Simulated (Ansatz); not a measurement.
# CO on Pt (111)

Aim: for Pt, find where and how strongly CO adsorbs.

Method: DFT PBE+D3(BJ), scalar-relativistic, plane waves, PAW, in Ansatz 0.2.0.

2 further runs of the same task are left out: 2 set aside as unsound or not needed.

### 1 The system as given

Symmetry: P3m1, No. 156, trigonal system. The conventional cell has a = 2.778 Å, b = 2.778 Å, c = 23.805 Å, α = 90.00°, β = 90.00°, γ = 120.00°. Pt (site symmetry 3m) has 9 Pt at 2.78 Å as nearest neighbours. Pt (site symmetry 3m) has 12 Pt at 2.77 to 2.78 Å as nearest neighbours. Pt (site symmetry 3m) has 12 Pt at 2.77 to 2.80 Å as nearest neighbours. Pt (site symmetry 3m) is surrounded by 9 Pt at 2.78 to 2.80 Å.

Coordinates:

```
Pt
1.0
     5.55589    0.00000    0.00000
    -2.77794    4.81154    0.00000
     0.00000    0.00000   23.80455
Pt
16
Direct
  0.33333 0.16667 0.35707
  0.33333 0.66667 0.35707
  0.83333 0.16667 0.35707
  0.83333 0.66667 0.35707
  0.66667 0.33333 0.45236
  0.66667 0.83333 0.45236
  0.16667 0.33333 0.45236
  0.16667 0.83333 0.45236
  0.00000 0.50000 0.54700
  0.00000 0.00000 0.54700
  0.50000 0.50000 0.54700
  0.50000 0.00000 0.54700
  0.33333 0.66667 0.64337
  0.33333 0.16667 0.64337
  0.83333 0.66667 0.64337
  0.83333 0.16667 0.64337
```

Planes are indexed in the bulk's conventional cell (Fm-3m (No. 225)), a = 3.929 Å, b = 3.929 Å, c = 3.929 Å, α = 90.00°, β = 90.00°, γ = 90.00°.

This (111) slab, 6.8 Å thick as cut, with 17 Å of vacuum, in a 2×2 surface cell; its outer planes are Pt (top) and Pt (bottom), was relaxed beforehand with its lower half held: -200372.7477 eV, work function 5.70 eV.

### 2 CO put at a top (Pt) site

input.yaml

```yaml
crystal:
  lattice:
    - [5.5558884584, 0.0, 0.0]
    - [-2.7779442292, 4.8115405456, 0.0]
    - [0.0, 0.0, 26.9545458955]
  atoms:
    - { symbol: Pt, position: [0.3333333333, 0.1666666667, 0.3153456947] }
    - { symbol: Pt, position: [0.3333333333, 0.6666666667, 0.3153456947] }
    - { symbol: Pt, position: [0.8333333333, 0.1666666667, 0.3153456947] }
    - { symbol: Pt, position: [0.8333333333, 0.6666666667, 0.3153456947] }
    - { symbol: Pt, position: [0.6666666667, 0.3333333333, 0.3994940968] }
    - { symbol: Pt, position: [0.6666666667, 0.8333333333, 0.3994940968] }
    - { symbol: Pt, position: [0.1666666667, 0.3333333333, 0.3994940968] }
    - { symbol: Pt, position: [0.1666666667, 0.8333333333, 0.3994940968] }
    - { symbol: Pt, position: [0.0, 0.5, 0.483074307] }
    - { symbol: Pt, position: [0.0, 0.0, 0.483074307] }
    - { symbol: Pt, position: [0.5, 0.5, 0.483074307] }
    - { symbol: Pt, position: [0.5, 0.0, 0.483074307] }
    - { symbol: Pt, position: [0.3333333333, 0.6666666667, 0.5681821411] }
    - { symbol: Pt, position: [0.3333333333, 0.1666666667, 0.5681821411] }
    - { symbol: Pt, position: [0.8333333333, 0.6666666667, 0.5681821411] }
    - { symbol: Pt, position: [0.8333333333, 0.1666666667, 0.5681821411] }
    - { symbol: C, position: [0.3333333333, 0.6666666667, 0.6490590369] }
    - { symbol: O, position: [0.3333333333, 0.6666666667, 0.6917234544] }
basis:
  ecutwfc: 420
kpoints:
  mp_grid: { grid: [6, 6, 1] }
hamiltonian:
  xc: pbe
  dispersion: d3bj
scf:
  occupations: { method: gaussian, width: 0.1 }
output:
  forces: true
  eigenvalues: true
  write_density: true
  write_potential: true
  elf: true
  volumetric_format: npy
relax:
  adjacent_minimum: "off"
  f_tol: 0.03
  max_steps: 70
  constraints: [{ sites: [0, 1, 2, 3, 4, 5, 6, 7] }]
efield:
  axis: 3
  dipole_correction: true
```

The run is started by

```bash
$ ansatz run input.yaml --threads 4 --pin off --max-ram 10240MiB --backend cpu --events-out ev --progress --plain --runs-dir out
```

The session goes on with these runs: CO put at a hollow (nearest Pt) site; CO at the bridge (Pt-Pt) site; start: CO, hollow (nearest Pt).

What does the calculation give? Wanted: CO: lowest end.

As calculated:

```
      quantity                                                                 value
CO: lowest end  E_ads -1.91 eV, from the bridge (Pt-Pt) start, 2 bonded, 1.46 Å high
```

What this shows: The strongest binding of CO is 1.91 eV, a moderate chemical bond; the ends span 0.11 eV. It raises the work function by 0.63 eV, as a dipole layer with its negative end outwards does. A start on a symmetric site keeps its symmetry, so an end may be a saddle point and not a minimum. The runs treat Pt without spin-orbit coupling.
